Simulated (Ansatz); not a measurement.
**SnO₂: random displacements**

Level of theory: DFT PBE, scalar-relativistic, plane waves, PAW (Ansatz). Settings: plane waves to 420 eV, k-mesh 8×8×8 (Γ-centred), Gaussian smearing 0.05 eV. No spin polarisation. Energies are free energies at this smearing, counted from the undisturbed cell; pressure is positive in compression.

The starting cell (relaxed at this level; this form isn't the usual structure):

```xyz
12
Lattice="5.1698 0.0000 0.0000 0.0000 5.1698 0.0000 0.0000 0.0000 5.1698" Properties=species:S:1:pos:R:3 pbc="T T T"
Sn    0.0000    2.5849    2.5849
Sn    2.5849    2.5849    0.0000
Sn    2.5849    0.0000    2.5849
Sn    0.0000    0.0000    0.0000
O     1.7530    0.8319    4.3379
O     0.8319    4.3379    1.7530
O     4.3379    1.7530    0.8319
O     3.4168    3.4168    3.4168
O     1.7530    1.7530    1.7530
O     0.8319    3.4168    4.3379
O     4.3379    0.8319    3.4168
O     3.4168    4.3379    0.8319
```

The atoms are displaced (Å, in the unstrained cell):

```
atom ux uy uz
 Sn1  -0.023  -0.200  -0.071
 Sn2  -0.055  -0.242  -0.060
 Sn3   0.140   0.070  -0.299
 Sn4  -0.044   0.007  -0.092
  O5   0.214   0.090   0.133
  O6   0.096   0.128  -0.069
  O7  -0.032  -0.199  -0.090
  O8  -0.251  -0.017   0.129
  O9   0.113  -0.036  -0.095
 O10  -0.072   0.164   0.055
 O11  -0.100   0.012   0.348
 O12   0.014   0.222   0.112
```

Strain (Voigt, engineering shear): (0.0064, -0.0128, -0.0082, -0.0155, -0.0487, 0.0252).

(1) What are the energy change, the stress and the forces?

Answers

(1) ΔE = 796.0 meV/atom; stress (xx, yy, zz, yz, xz, xy; compression positive) (20.94, 46.11, 39.55, 15.09, 1.74, -4.45) GPa; gap on the mesh 0.23 eV.
```csv
atom,Fx (eV/Å),Fy,Fz
Sn1,0.54,2.59,1.53
Sn2,5.02,15.94,3.52
Sn3,-5.16,1.29,13.09
Sn4,4.85,-5.04,5.77
O5,-7.72,-13.77,-7.53
O6,-1.51,-0.94,0.78
O7,0.49,4.69,4.29
O8,1.97,0.47,-1.73
O9,-2.51,2.49,2.02
O10,0.75,-4.14,-1.99
O11,-2.69,4.02,-9.58
O12,6.00,-7.60,-10.18
```

Cost: 1 run of about 5.8 core-minutes, on Intel Xeon Processor @ 2.50GHz (Skylake/Cascade Lake) (shared hosts).